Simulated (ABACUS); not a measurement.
Write the native input for ABACUS 3.10.1 that does the following.

| Quantity | Value |
| --- | --- |
| Task | single point |
| Functional | PBE |
| Potentials or basis | PseudoDojo NC SR 0.4.1 PBE standard |
| Cutoff | 898 eV |
| Density cutoff | 3592 eV |
| Basis | plane waves |
| k mesh | 9 × 9 × 9 |
| Occupations | fermi-dirac, width 0.05 eV |
| Spin | no spin polarisation |
| Radial cutoff of the potentials (pseudo_rcut) | 10 bohr |
| SCF threshold on the density | 1e-08 |
| Max SCF steps | 100 |
| Eigensolver | dav |
| Mixing | broyden |
| Mixing share | 0.7 |
| Symmetry key | 1 |
| Bands | 12 |

The system is Bi.

```
Bi
1.0
    -2.05109    1.93226    1.96372
     2.00913   -1.95414    1.94364
     2.06996    1.97301   -1.98560
Bi
1
Cartesian
  -0.0472 -0.0316 -0.0216
```

The cell isn't the ideal one: cell strained at random at fixed volume.

The input as run:

INPUT

```
INPUT_PARAMETERS
suffix              Bi
calculation         scf
basis_type          pw
pseudo_dir          ./
symmetry            1
dft_functional      pbe
ecutwfc             66
pseudo_rcut         10
nspin               1
nbands              12
ks_solver           dav
smearing_method     fd
smearing_sigma      0.00367493
scf_thr             1e-08
scf_nmax            100
mixing_type         broyden
mixing_beta         0.7
cal_force           1
cal_stress          1
kpar                4
```

STRU

```
ATOMIC_SPECIES
Bi 208.9804 Bi.upf

LATTICE_CONSTANT
1.8897261246

LATTICE_VECTORS
-2.0510920000 1.9322640000 1.9637210000
2.0091320000 -1.9541400000 1.9436370000
2.0699580000 1.9730060000 -1.9855970000

ATOMIC_POSITIONS
Direct

Bi
0.0
1
-0.0137770000 -0.0173050000 -0.0196660000 1 1 1
```

KPT

```
K_POINTS
0
Gamma
9 9 9 0 0 0
```

Potentials or basis: PseudoDojo NC SR 0.4.1 PBE standard, plane waves.

Command:

```bash
$ OMP_NUM_THREADS=1 mpirun -np 4 abacus > log
```

It gave:

```json
{
 "Pressure": "0.9 GPa",
 "Band gap on the k mesh": "none (metal or under the smearing width)"
}
```

Caveat: spin-orbit coupling is left out, which moves the levels of the heavy elements.

Wall time 27 s on 4 MPI ranks on Intel(R) Xeon(R) Platinum 8488C (Sapphire Rapids), on a shared host, peak memory 0.4 GiB a rank.
